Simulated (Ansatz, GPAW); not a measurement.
## A script for WSe₂ (PBE in single-zeta orbitals)

These are simulated results from GPAW 26.7.0, not measurements. The cell was built from a prototype and was relaxed with r2SCAN in plane waves (Ansatz 0.2.0). It may be hypothetical. It is a single sheet, repeated along a and b, with vacuum along c. All runs are without spin polarisation.

The sheet's in-plane cell has a = 3.314 Å, b = 3.314 Å (γ = 120.0°), and its outermost atoms lie 3.32 Å apart along the normal. W is surrounded by 6 Se at 2.53 Å; Se is surrounded by 3 W at 2.53 Å.

The basis is minimal: single zeta, one radial function for each shell that the log's basis lists. It describes the filled bands fairly and the empty ones poorly.

run.py reads:

```python
import json
from ase import Atoms
from gpaw import GPAW, PW, FermiDirac

atoms = Atoms(['W', 'Se', 'Se'],
              cell=[[3.31442236, 0.0, 0.0], [-1.65721118, 2.87037396, 0.0], [0.0, 0.0, 31.23777544]],
              scaled_positions=[[0.333333333, 0.666666667, 0.288112706], [0.666666667, 0.333333333, 0.341281818], [0.666666667, 0.333333333, 0.234943593]],
              pbc=True)
calc = GPAW(mode='lcao', basis='sz(dzp)', h=0.2, xc='PBE', kpts={'size': (6, 6, 1), 'gamma': True},
            occupations=FermiDirac(0.02), maxiter=100, legacy_gpaw=True, txt='gpaw.txt')
atoms.calc = calc
res = {'energy': atoms.get_potential_energy(force_consistent=True)}
res['electrons'] = calc.get_number_of_electrons()
res['k'] = calc.get_ibz_k_points().tolist()
res['levels'] = [calc.get_eigenvalues(kpt=i).tolist() for i in range(len(res['k']))]
points = [[0.0, 0.0, 0.0], [0.5, 0.0, 0.0], [0.333333, 0.333333, 0.0]]
bands = calc.fixed_density(kpts=points, symmetry='off', txt='bands.txt')
res['points'] = [bands.get_eigenvalues(kpt=i).tolist() for i in range(len(points))]
json.dump(res, open('results.json', 'w'))
print('free energy (eV):', round(res['energy'], 5))
```

Command: `python run.py`. It took 22 s on 1 thread of Intel(R) Xeon(R) Platinum 8175M CPU @ 2.50GHz (Skylake/Cascade Lake), on a shared host, peak memory 0.23 GiB.

The log gpaw.txt, trimmed of paths, versions and times, then the last line on the terminal. An iter line gives the energy in eV and the logarithms of the changes of orbitals (plane waves alone) and density (c: converged):

```
___ ___ ___ _ _ _
 |   |   |_  | | | |

 | | | | | . | | | |

 |__ |  _|___|_____|  26.7.0
 |___|_|

Input parameters:
  basis: sz(dzp)
  h: 0.2
  kpts: {gamma: True,
         size: (6, 6, 1)}
  maxiter: 100
  mode: lcao
  occupations: {fixmagmom: False,
                name: fermi-dirac,
                width: 0.02}
  xc: PBE

System changes: positions, numbers, cell, pbc, initial_charges, initial_magmoms

Initialize ...

species:
  W:
    name:    Tungsten
    Z:       74.0
    valence: 14
    core:    60
    charge:  0.0  # [|e|]
    compensation charges:
      type: gauss
      rc: 0.40  # [Å]
      lmax: 2
    cutoffs:
      filter: 2.36  # [Å]
      core: 3.02  # [Å]
    projectors
    | kind |    occ | energy [eV] | rcut [Å] |

    |------|--------|-------------|----------|

    |   5s |  2.000 |     -78.830 |    1.344 |

    |   6s |  2.000 |      -5.697 |    1.344 |

    |   5p |  6.000 |     -43.233 |    1.355 |

    |   6p |  0.000 |      -1.367 |    1.355 |

    |   5d |  4.000 |      -4.494 |    1.228 |

    |    d |        |      22.717 |    1.228 |

    LCAO basis set for W:
      Name: sz(dzp)
      Number of radial functions: 5
      Number of spherical harmonics: 13
        l=0, rc=3.3438 Bohr: 5s-sz confined orbital
        l=0, rc=8.9844 Bohr: 6s-sz confined orbital
        l=1, rc=4.0156 Bohr: 5p-sz confined orbital
        l=1, rc=12.9219 Bohr: 6p-sz confined orbital
        l=2, rc=7.1562 Bohr: 5d-sz confined orbital
      Number of RI-basis functions 0

  Se:
    name:    Selenium
    Z:       34.0
    valence: 6
    core:    28
    charge:  0.0  # [|e|]
    compensation charges:
      type: gauss
      rc: 0.27  # [Å]
      lmax: 2
    cutoffs:
      filter: 1.77  # [Å]
      core: 2.67  # [Å]
    projectors
    | kind |    occ | energy [eV] | rcut [Å] |

    |------|--------|-------------|----------|

    |   4s |  2.000 |     -17.277 |    0.847 |

    |   4p |  4.000 |      -6.512 |    1.005 |

    |    s |        |       9.935 |    0.847 |

    |    p |        |      20.699 |    1.005 |

    |    d |        |       0.000 |    0.847 |

    LCAO basis set for Se:
      Name: sz(dzp)
      Number of radial functions: 2
      Number of spherical harmonics: 4
        l=0, rc=5.7344 Bohr: 4s-sz confined orbital
        l=1, rc=7.2656 Bohr: 4p-sz confined orbital
      Number of RI-basis functions 0

Reference energy: -570978.735916  # eV

Spin-paired calculation

Convergence criteria:
 Maximum [total energy] change in last 3 cyles: 0.0005 eV / valence electron
 Maximum integral of absolute [dens]ity change: 0.0001 electrons / valence electron
 Maximum integral of absolute [eigenst]ate change: 4e-08 eV^2 / valence electron
 Maximum number of scf [iter]ations: 100
 (Square brackets indicate name in SCF output, whereas a 'c' in
 the SCF output indicates the quantity has converged.)

Symmetries present (total): 2

  ( 1  0  0)  (-1  0  0)
  ( 0  1  0)  ( 1  1  0)
  ( 0  0  1)  ( 0  0  1)

36 k-points: 6 x 6 x 1 Monkhorst-Pack grid + [1/12,1/12,0.000000]
13 k-points in the irreducible part of the Brillouin zone
       k-points in crystal coordinates                weights
   0:     0.00000000    0.00000000    0.00000000          1/36
   1:     0.00000000    0.16666667    0.00000000          2/36
   2:     0.00000000    0.33333333    0.00000000          2/36
   3:     0.00000000    0.50000000    0.00000000          1/36
   4:     0.16666667    0.00000000    0.00000000          4/36
   5:     0.16666667    0.16666667    0.00000000          4/36
   6:     0.16666667    0.50000000    0.00000000          4/36
   7:     0.33333333   -0.16666667    0.00000000          2/36
   8:     0.33333333    0.00000000    0.00000000          4/36
   9:     0.33333333    0.33333333    0.00000000          2/36
          ...
  12:     0.50000000    0.50000000    0.00000000          2/36

Wave functions: LCAO
  Diagonalizer: Serial LAPACK
  Atomic Correction: dense with blas
  Data-type: complex

Occupation numbers: Fermi-Dirac:
  width: 0.0200  # eV

Eigensolver
   LCAO using direct dense diagonalizer

Densities:
  Coarse grid: 16*16*156 grid
  Fine grid: 32*32*312 grid
  Total Charge: 0.000000

Density mixing:
  Method: separate
  Backend: msr1
  Linear mixing parameter: 0.05
  old densities: 10
  Width of damping distribution: 1.1
  Damping of long wavelength oscillations: 20

Hamiltonian:
  XC and Coulomb potentials evaluated on a 32*32*312 grid
  Using the PBE Exchange-Correlation functional
  Interpolation: tri-quintic (5. degree polynomial)
  Poisson solver: FastPoissonSolver using
    Stencil: 8*3+1=25 point O(h^6) finite-difference Laplacian
    FFT axes: [np.int64(0), np.int64(1), np.int64(2)]
    FST axes: []

XC parameters: PBE with 2 nearest neighbor stencil

Memory estimate:
  Process memory now: 147.52 MiB
  Calculator: 39.36 MiB
    Density: 25.48 MiB
      Arrays: 7.92 MiB
      Localized functions: 11.46 MiB
      Mixer: 6.09 MiB
    Hamiltonian: 6.02 MiB
      Arrays: 5.18 MiB
      XC: 0.00 MiB
      Poisson: 0.00 MiB
      vbar: 0.84 MiB
    Wavefunctions: 7.87 MiB
      C [qnM]: 0.08 MiB
      S, T [2 x qmm]: 0.17 MiB
      P [aqMi]: 0.01 MiB
      BasisFunctions: 7.60 MiB
      Eigensolver: 0.00 MiB

Total number of cores used: 1

Number of atoms: 3
Number of atomic orbitals: 21
Number of bands in calculation: 20
Number of valence electrons: 26
Bands to converge: occupied
Positions:
   0 W     -0.000000    1.913583    9.000000    ( 0.0000,  0.0000,  0.0000)
   1 Se     1.657211    0.956791   10.660885    ( 0.0000,  0.0000,  0.0000)
   2 Se     1.657211    0.956791    7.339115    ( 0.0000,  0.0000,  0.0000)

Unit cell:
           periodic     x           y           z      points  spacing
  1. axis:    yes    3.314422    0.000000    0.000000    16     0.1794
  2. axis:    yes   -1.657211    2.870374    0.000000    16     0.1794
  3. axis:    yes    0.000000    0.000000   31.237775   156     0.2002

  Lengths:   3.314422   3.314422  31.237775
  Angles:   90.000000  90.000000 120.000000

Effective grid spacing dv^(1/3) = 0.1952

iter:   1   -17.916326        c
iter:   2   -17.887802        c -1.40
iter:   3   -17.838808        c -1.43
iter:   4   -17.727039        c -1.63
iter:   5   -17.725391        c -2.54
iter:   6   -17.725168c       c -2.74
iter:   7   -17.725157c       c -3.67
iter:   8   -17.725156c       c -3.89
iter:   9   -17.725154c       c -3.99
iter:  10   -17.725154c       c -5.03c

Converged after 10 iterations.

Energy contributions relative to reference atoms: (reference = -570978.735916)

Kinetic:        +43.337789
Potential:      -40.610057
External:        +0.000000
XC:             -20.603405
Entropy (-ST):   -0.000000
Local:           +0.150519
SIC:             +0.000000
--------------------------
Free energy:    -17.725154
Extrapolated:   -17.725154

Showing only first 2 kpts
 Kpt  Band  Eigenvalues  Occupancy
  0    11     -4.37972    2.00000
  0    12     -2.99354    2.00000
  0    13      0.17242    0.00000
  0    14      0.17265    0.00000

  1    11     -4.09968    2.00000
  1    12     -3.39268    2.00000
  1    13     -0.51003    0.00000
  1    14     -0.21936    0.00000

Fermi level: -2.24574

Gap: 1.538 eV
Transition (v -> c):
  (s=0, k=0, n=12, [0.00, 0.00, 0.00]) -> (s=0, k=9, n=13, [0.33, 0.33, 0.00])
Direct/indirect transitions are different
Direct gap: 1.646 eV
Transition at: (s=0, k=9, n=12, [0.33, 0.33, 0.00])

free energy (eV): -17.72515
```

The gap in the log is over the mesh alone; results.json adds the listed points. PBE in single-zeta orbitals gives a gap of 1.54 eV. On the same cell, plane-wave PBE (Ansatz, 12×12×1 k points and the special points) gives a gap of 1.53 eV and r2SCAN a gap of 1.64 eV; on shared hosts these took about 18 and 42 core-seconds on the 3-atom cell, against 22 for the script. Spin-orbit coupling, left out in all these runs, can cut or reorder the gap by tenths of an eV, up to about 1 eV with Pb or Bi.

Spin-orbit coupling is left out, which matters wherever the heavy atoms make up the band edges.
